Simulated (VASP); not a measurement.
# As (P6_3/mmc) in VASP: further runs, part 2 of 2

VASP 6.6.1. Earlier steps stand in the parts before.

## Step 3: Single point, LDA

This run uses another cell than the first one, of 19.53 Å³/atom, 1.080 times its volume.

The input, INCAR:

```
  PREC = Accurate
  ENCUT = 520
  EDIFF = 1E-6
  ISMEAR = -1
  SIGMA = 0.1
  LREAL = F
  LASPH = T
  NELM = 60
  ALGO = Normal
  ISIF = 2
  LWAVE = F
  LCHARG = T
  GGA = CA
  LELF = T
  LVHAR = T
  NBANDS = 12
```

The input, KPOINTS:

```
regular mesh
0
Gamma
  14 14 8
```

The input, POSCAR:

```
As
1.0
    3.0923834063      0.0000000000      0.0000000000
   -1.5461917031      2.6780825881      0.0000000000
    0.0000000000      0.0000000000      4.7165512098
As
2
Direct
    0.3333333333      0.6666666667      0.2500000000
    0.6666666667      0.3333333333      0.7500000000
```

Potentials or basis: VASP PAW LDA potentials, release 64 (As).

The run is started by

```console
cat potpaw_LDA.64/As/POTCAR > POTCAR
mpirun -np 1 vasp_std > vasp.out
```

OUTCAR:

```text
PREC = Accurate
   ENCUT = 520
   EDIFF = 1E-6
   ISMEAR = -1
   LREAL = F
   LASPH = T
   NELM = 60
   ISIF = 2
   GGA = CA

 ion  position               nearest neighbor table
   1  0.333  0.667  0.250-
   2  0.667  0.333  0.750-

  LATTYP: Found a hexagonal cell.
 ALAT       =     3.0923834063
 C/A-ratio  =     1.5252155345

  Lattice vectors:

 A1 = (   3.0923834063,   0.0000000000,   0.0000000000)
 A2 = (  -1.5461917031,   2.6780825881,   0.0000000000)
 A3 = (   0.0000000000,   0.0000000000,   4.7165512098)

Analysis of symmetry for initial positions (statically):
=====================================================================
 Subroutine PRICEL returns:
 Original cell was already a primitive cell.

 Routine SETGRP: Setting up the symmetry group for a
 hexagonal supercell.

 Subroutine GETGRP returns: Found 24 space group operations
 (whereof 12 operations were pure point group operations)
 out of a pool of 24 trial point group operations.

The static configuration has the point symmetry D_3d.
 The point group associated with its full space group is D_6h.

Analysis of symmetry for dynamics (positions and initial velocities):
=====================================================================
 Subroutine PRICEL returns:
 Original cell was already a primitive cell.

 Routine SETGRP: Setting up the symmetry group for a
 hexagonal supercell.

 Subroutine GETGRP returns: Found 24 space group operations
 (whereof 12 operations were pure point group operations)
 out of a pool of 24 trial point group operations.

The dynamic configuration has the point symmetry D_3d.
 The point group associated with its full space group is D_6h.

 Subroutine INISYM returns: Found 24 space group operations
 (whereof 12 operations are pure point group operations),
 and found     1 'primitive' translations

----------------------------------------------------------------------------------------

                                     Primitive cell

  volume of cell :      39.0609

  direct lattice vectors                    reciprocal lattice vectors
     3.092383406  0.000000000  0.000000000     0.323375167  0.186700740  0.000000000
    -1.546191703  2.678082588  0.000000000     0.000000000  0.373401479  0.000000000
     0.000000000  0.000000000  4.716551210     0.000000000  0.000000000  0.212019324

  length of vectors
     3.092383406  3.092383406  4.716551210     0.373401479  0.373401479  0.212019324

  position of ions in fractional coordinates (direct lattice)
     0.333333333  0.666666667  0.250000000
     0.666666667  0.333333333  0.750000000

  ion indices of the primitive-cell ions
   primitive index   ion index
                 1           1
                 2           2

----------------------------------------------------------------------------------------

 KPOINTS: regular mesh

Automatic generation of k-mesh.
 Grid dimensions read from file:
 generate k-points for:   14   14    8

 Generating k-lattice:

  Cartesian coordinates                     Fractional coordinates (reciprocal lattice)
     0.023098226  0.013335767  0.000000000     0.071428571  0.000000000  0.000000000
     0.000000000  0.026671534  0.000000000     0.000000000  0.071428571  0.000000000
     0.000000000  0.000000000  0.026502416     0.000000000  0.000000000  0.125000000

  Length of vectors
     0.026671534  0.026671534  0.026502416

  Shift w.r.t. Gamma in fractional coordinates (k-lattice)
     0.000000000  0.000000000  0.000000000

 Subroutine IBZKPT returns following result:
 ===========================================

 Found    120 irreducible k-points:

 Following reciprocal coordinates:
            Coordinates               Weight
  0.000000  0.000000  0.000000      1.000000
  0.071429  0.000000  0.000000      6.000000
  0.142857  0.000000  0.000000      6.000000
  0.214286  0.000000  0.000000      6.000000
  0.285714  0.000000  0.000000      6.000000
  0.357143 -0.000000  0.000000      6.000000
[... 16 lines left out ...]
  0.285714  0.285714  0.000000      6.000000
  0.357143  0.285714  0.000000      6.000000
 [... further k-points ...]
   k-points           NKPTS =    120   k-points in BZ     NKDIM =    120   number of bands    NBANDS=     12
   number of dos      NEDOS =    301   number of ions     NIONS =      2
   total plane-waves  NPLWV =  20736
   dimension x,y,z NGX =    24 NGY =   24 NGZ =   36
   dimension x,y,z NGXF=    48 NGYF=   48 NGZF=   72
   ions per type =               2
   NGX,Y,Z   is equivalent  to a cutoff of  12.90, 12.90, 12.69 a.u.
   NGXF,Y,Z  is equivalent  to a cutoff of  25.80, 25.80, 25.38 a.u.
 SYSTEM =  unknown system
   PREC   = accura    normal or accurate (medium, high low for compatibility)
   ISTART =      0    job   : 0-new  1-cont  2-samecut
   ICHARG =      2    charge: 1-file 2-atom 10-const
   ISPIN  =      1    spin polarized calculation?
   LNONCOLLINEAR =      F non collinear calculations
   LSORBIT =      F    spin-orbit coupling
   LASPH  =      T    aspherical Exc in radial PAW
   ENCUT  =  520.0 eV  38.22 Ry    6.18 a.u.   5.75  5.75  8.77*2*pi/ulx,y,z
   NELM   =     60;   NELMIN=  2; NELMDL= -5     # of ELM steps
   EDIFF  = 0.1E-05   stopping-criterion for ELM
   LREAL  =      F    real-space projection
   EDIFFG = 0.1E-04   stopping-criterion for IOM
   NSW    =      0    number of steps for IOM
   IBRION =     -1    ionic relax: 0-MD 1-quasi-New 2-CG
   NFREE  =      0    steps in history (QN), initial steepest desc. (CG)
   ISIF   =      2    stress and relaxation
   ISYM   =      2    0-nonsym 1-usesym 2-fastsym
   POTIM  = 0.5000    time-step for ionic-motion
   TEBEG  =    0.0;   TEEND  =   0.0 temperature during run
   PSTRESS=    0.0 pullay stress
   NELECT =      10.0000    total number of electrons
   NUPDOWN=      -1.0000    fix difference up-down
   EMIN   =  10.00;   EMAX   =-10.00  energy-range for DOS
   EFERMI =   0.00;   METHOD = LEGACY
   ISMEAR =    -1;   SIGMA  =   0.10  broadening in eV -4-tet -1-fermi 0-gaus
   EFERMI_NEDOS =   21; number of points for ismear=-14 and -15
   IALGO  =     38    algorithm
   IMIX   =      4    mixing-type and parameters
     AMIX     =   0.40;   BMIX     =  1.00
     AMIX_MAG =   1.60;   BMIX_MAG =  1.00
  volume/ion in A,a.u.               =      19.53       131.80
  Fermi-wavevector in a.u.,A,eV,Ry     =   1.039507  1.964384 14.702121  1.080575
  Thomas-Fermi vector in A             =   2.174041
   LORBIT       =      0    0 simple, 1 ext, 2 COOP (PROOUT), +10 PAW based schemes
   GGA     = CA    functional components
   LHFCALC =     F    Hartree Fock is set to
   AEXX    =    0.0000 exact exchange contribution
   IVDW    =     0    specifies the selected vdW correction
   LEPSILON=     F    determine dielectric tensor
   LRPA    =     F    only Hartree local field effects (RPA)
 non-spin polarized calculation
  energy-cutoff  :      520.00
  volume of cell :       39.06
 maximum number of plane-waves:      1074
 NGX is ok and might be reduce to    24
   NGX = 11   NGY = 11   NGZ = 17

 number of electron      10.0000000 magnetization

 number of electron       9.9999998 magnetization

 Free energy of the ion-electron system (eV)
  ---------------------------------------------------
  ext. energy  EPLUGINS =         0.00000000
  ---------------------------------------------------
  free energy    TOTEN  =        -9.82407688 eV

  energy without entropy =       -9.77722974  energy(sigma->0) =       -9.80065331

 E-fermi :   6.2001     XC(G=0): -10.7797

 val. band max:        6.1722667191   @ k =   0.5000   0.0000   0.0000
 cond. band min:       6.2113536341   @ k =   0.2857   0.1429   0.0000
 fundamental gap:      0.0390869150
 Fermi energy:         6.2000714114

 k-point     1 :       0.0000    0.0000    0.0000
  band No.  band energies     occupation
      1      -8.6703      2.00000
      2      -3.7169      2.00000
      3      -0.1177      2.00000
      4       9.2578      0.00000
      5       9.2578      0.00000
      6      11.1603      0.00000
      7      11.1603      0.00000
      8      12.6028      0.00000
      9      14.5132      0.00000
     10      17.4564      0.00000
     11      18.0179      0.00000
     12      18.0179      0.00000
[... 331 lines left out ...]
 k-point    24 :       0.3571    0.2857    0.0000
  band No.  band energies     occupation
      1      -3.8975      2.00000
      2      -3.3059      2.00000
      3       1.2212      2.00000
      4       3.8538      2.00000
      5       4.2413      2.00000
      6       4.8936      2.00000
      7       5.7119      1.98495
      8       5.9770      1.80592
      9      11.1889      0.00000
     10      18.4416      0.00000
     11      20.7889      0.00000
     12      20.8542      0.00000

 [... further k-points ...]
[... 5 lines left out ...]
  --------------------------------------------------------------------------------------
  -------------------------------------------------------------------------------------
  Total       -1.3955655     -1.3955655     -1.4074395     -0.0000000     -0.0000000      0.0000000
  in kB      -57.2425469    -57.2425469    -57.7295906     -0.0000000     -0.0000000      0.0000000
  external PRESSURE =     -57.4048948 kB  Pullay stress =       0.0000000 kB

 VOLUME and BASIS-vectors are now :
 -----------------------------------------------------------------------------
  energy-cutoff  :      520.00
  volume of cell :       39.06
      direct lattice vectors                 reciprocal lattice vectors
     3.092383406  0.000000000  0.000000000     0.323375167  0.186700740  0.000000000
    -1.546191703  2.678082588  0.000000000     0.000000000  0.373401479  0.000000000
     0.000000000  0.000000000  4.716551210     0.000000000  0.000000000  0.212019324

 POSITION                                       TOTAL-FORCE (eV/Angst)
 -----------------------------------------------------------------------------------
     -0.00000      1.78539      1.17914        -0.000000     -0.000000      0.000000
      1.54619      0.89269      3.53741         0.000000      0.000000      0.000000
 -----------------------------------------------------------------------------------
    total drift:                               -0.000000      0.000000      0.000000

  FREE ENERGIE OF THE ION-ELECTRON SYSTEM (eV)
  ---------------------------------------------------
  free  energy   TOTEN  =        -9.8240768791 eV

  energy  without entropy=       -9.7772297440  energy(sigma->0) =       -9.80065331
```

OSZICAR:

```text
N       E                     dE             d eps       ncg     rms          rms(c)
DAV:   1     0.262900045960E+02    0.26290E+02   -0.42306E+03  2880   0.701E+02
DAV:   2    -0.837123696014E+01   -0.34661E+02   -0.33368E+02  3992   0.108E+02
DAV:   3    -0.983342949319E+01   -0.14622E+01   -0.14519E+01  3580   0.228E+01
DAV:   4    -0.983968748327E+01   -0.62580E-02   -0.62571E-02  3272   0.167E+00
DAV:   5    -0.983969705463E+01   -0.95714E-05   -0.95705E-05  3516   0.750E-02    0.280E+00
DAV:   6    -0.982883644114E+01    0.10861E-01   -0.57572E-03  3160   0.361E-01    0.162E+00
DAV:   7    -0.982409796686E+01    0.47385E-02   -0.97195E-03  3100   0.470E-01    0.676E-02
DAV:   8    -0.982407649563E+01    0.21471E-04   -0.16449E-04  3372   0.817E-02    0.103E-02
DAV:   9    -0.982407687907E+01   -0.38344E-06   -0.12526E-06  2804   0.695E-03
   1 F= -.98240769E+01 E0= -.98006533E+01  d E =-.468471E-01
```

Run time: 33 s. Hardware: 1 thread of Intel Xeon Platinum 8175M at 2.50GHz (Skylake/Cascade Lake), shared host; peak memory 0.17 GiB.

Results:

- Free energy: -9.8241 eV
- Pressure: -5.7 GPa
- Band gap on the k mesh: none (metal or under the smearing width)

## Step 4: Single point, LDA

The input, INCAR:

```
PREC = Accurate ; ENCUT = 520
EDIFF = 1E-6 ; ISMEAR = -1
SIGMA = 0.1 ; LREAL = F
LASPH = T ; NELM = 80
ALGO = Fast ; ISIF = 2
LWAVE = F ; LCHARG = F
NBANDS = 12
```

The input, KPOINTS:

```
Automatic mesh
0
Gamma
  14 14 8
```

The input, POSCAR:

```
As
1.0
    3.0140613111      0.0000000000      0.0000000000
   -1.5070306555      2.6102536640      0.0000000000
    0.0000000000      0.0000000000      4.5970931335
As
2
Direct
    0.3333333333      0.6666666667      0.2500000000
    0.6666666667      0.3333333333      0.7500000000
```

The run is started by

```console
cat potpaw_LDA.64/As/POTCAR > POTCAR
mpirun -np 1 vasp_std > vasp.out
```

It took 35 s on 1 thread of Intel Xeon Platinum 8175M at 2.50GHz (Skylake/Cascade Lake), shared host; peak memory 0.16 GiB.

Results (log left out):

| Property | Result |
| --- | --- |
| Free energy | -9.8751 eV |
| Pressure | 0.5 GPa |
| Band gap on the k mesh | none (metal or under the smearing width) |

Stress tensor (GPa, compression positive):
```
0.56 0.00 0.00
0.00 0.56 0.00
0.00 0.00 0.25
```

Levels at points of the mesh, in eV from the Fermi level:
```csv
k point,band 3,band 4,band 5,band 6,band 7,band 8
"(0.00, 0.00, 0.00)",-6.87,3.37,3.37,5.46,5.46,7.12
"(0.50, 0.00, 0.00)",-4.72,-2.95,-2.76,-0.20,-0.04,4.40
"(0.00, 0.00, 0.50)",0.03,0.03,4.44,4.44,4.44,4.44
"(0.50, 0.00, 0.50)",-6.44,-6.44,1.57,1.57,2.61,2.61
```

## Step 5: Summary

| cell | k mesh | gap on the mesh (eV) | pressure (GPa) |
| --- | --- | --- | --- |
| P6_3/mmc, 18.08 Å³/atom | 20 × 20 × 11 | none | 0.3 |
| P6_3/mmc, 19.53 Å³/atom | 14 × 14 × 8 | none | -5.7 |
| P6_3/mmc, 18.08 Å³/atom | 14 × 14 × 8 | none | 0.5 |

Alike in all rows: task single point; level LDA; potentials or basis VASP PAW LDA potentials, release 64 (As); no spin polarisation; cutoff (eV) 520; smearing fermi-dirac 0.1 eV.

Every run on the cell as given and a fine mesh finds a metal.

Absolute energies hang on the potentials; compare differences alone.
